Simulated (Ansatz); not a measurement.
The system is TiSi2.

```
CELL_PARAMETERS angstrom
0.00000 4.11752 4.26290
2.38951 0.00000 4.26290
2.38951 4.11752 0.00000
ATOMIC_POSITIONS crystal
Ti 0.75000 0.75000 0.75000
Ti 0.50000 0.50000 0.50000
Si 0.41257 0.08743 0.41257
Si 0.08743 0.41257 0.08743
Si 0.16257 0.83743 0.16257
Si 0.83743 0.16257 0.83743
```

The cell is a database's computed one.

```yaml
Program: Ansatz 0.2.0
Task: relaxation of cell and atoms
Functional: PBEsol
Potentials_or_basis: Ansatz PAW
Cutoff: "420 eV (not typed: the program's choice for these potentials)"
k_mesh: 5 × 5 × 5
Occupations: fermi-dirac, width 0.05 eV
Spin: no spin polarisation
Hubbard_terms: Ti d U = 8 eV
```

At the start: volume 13.98 Å³/atom.

Problem. How do energy, volume and symmetry change on relaxing?

Solution. It ends after 9 steps and the volume is 15.50 Å³/atom (+10.9 %); space group Fddd (No. 70, to 0.05 Å).

Step by step:
```csv
step,energy change (eV),largest force (eV/Å),volume (Å³)
1,0.0000,0.2772,83.88
2,-0.2007,0.1625,89.18
3,-0.2351,0.1286,91.24
4,-0.2466,0.0614,92.35
5,-0.2509,0.0073,92.73
6,-0.2510,0.0000,92.80
7,-0.2550,0.0013,92.80
8,-0.2550,0.0013,93.02
9,-0.2550,0.0013,93.02
```

Final structure:
```
CELL_PARAMETERS angstrom
0.00000 4.44403 4.28505
2.44228 0.00000 4.28505
2.44228 4.44403 0.00000
ATOMIC_POSITIONS crystal
Ti 0.75000 0.75000 0.75000
Ti 0.50000 0.50000 0.50000
Si 0.40017 0.09983 0.40017
Si 0.09983 0.40017 0.09983
Si 0.15017 0.84983 0.15017
Si 0.84983 0.15017 0.84983
```

Caveat: the plane-wave basis is chosen anew once the cell has moved, so the energies of steps on either side of that aren't comparable; U without spin polarisation on a metal has little footing; the PAW data sets come from PBE, with cores solved anew for the run's functional, which leaves a small shift of forces and pressure; the U is typed as a test and isn't derived for this compound.
